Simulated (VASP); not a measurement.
# Ca: restarted molecular dynamics, 2 variants

Ca, P6_3/mmc (no. 194), 8 atoms in the cell. PBE, molecular dynamics; PAW potentials Ca_pv (PBE set).

| Restart from | Temperature at the end (K) | The same without a restart (K) | Potential energy at the end (eV/atom) | The same without a restart (eV/atom) | Electronic steps in the first step after the restart | Time (s) |
|---|---|---|---|---|---|---|
| CONTCAR with velocities, WAVECAR read | 1346.0 | 1347.0 | -1.83257 | -1.83257 | 4 | 1064 |
| CONTCAR with velocities, no WAVECAR | 1346.0 | 1347.0 | -1.83257 | -1.83257 | 24 | 845 |

Limits: 120 fs of 8 atoms are too short for converged averages.

## Input of the first row

INCAR.step1:
```
ALGO     = Fast           # electronic algorithm
EDIFF    = 1E-6           # SCF threshold, eV
ENCUT    = 200            # plane-wave cutoff, eV
GGA      = PE             # functional
IBRION   = 0              # ionic algorithm
ISIF     = 2              # what is computed and relaxed
ISMEAR   = -1             # smearing method
ISYM     = 0            
KPAR     = 2            
LASPH    = True           # aspherical terms in the spheres
LCHARG   = False          # write CHGCAR
LREAL    = Auto         
LWAVE    = True           # write WAVECAR
MDALGO   = 4            
NELM     = 60             # most SCF steps
NELMIN   = 4            
NHC_NCHAINS= 3            
NHC_PERIOD= 30           
NSW      = 30             # ionic steps
POTIM    = 2.0            # step
PREC     = Normal         # precision mode
RANDOM_SEED= 883728 0 0   
SIGMA    = 0.069          # smearing width, eV
TEBEG    = 1600          
```

INCAR.step2, as INCAR.step1 but for:
```
- LWAVE = True
+ LWAVE = False
```

KPOINTS:
```
k-points
0
Monkhorst-Pack
  2 2 2
```

POSCAR.step1:
```
Ca
1.0
    7.9600000000      0.0000000000      0.0000000000
   -3.9800000000      6.8935622142      0.0000000000
    0.0000000000      0.0000000000      6.5200000000
Ca
8
Direct
    0.3333333333      0.1666666666      0.7500000000
    0.3333333333      0.6666666666      0.7500000000
    0.8333333333      0.1666666666      0.7500000000
    0.8333333333      0.6666666666      0.7500000000
    0.1666666666      0.3333333334      0.2500000000
    0.1666666666      0.8333333333      0.2500000000
    0.6666666666      0.3333333334      0.2500000000
    0.6666666666      0.8333333333      0.2500000000
```

Commands (each step's output is kept before the next begins):
```
cat potpaw_PBE.64/Ca_pv/POTCAR > POTCAR
cp INCAR.step1 INCAR
cp POSCAR.step1 POSCAR
mpirun -np 2 vasp_std > vasp.out
cp CONTCAR POSCAR
cp INCAR.step2 INCAR
mpirun -np 2 vasp_std > vasp.out
```

Changes of the last row against the first:
```
(step 1)
- LWAVE = True
+ LWAVE = False
```

VASP 6.6.1 took 1064 s on 2 cores (Intel Xeon Platinum 8488C (Sapphire Rapids)), a shared host.
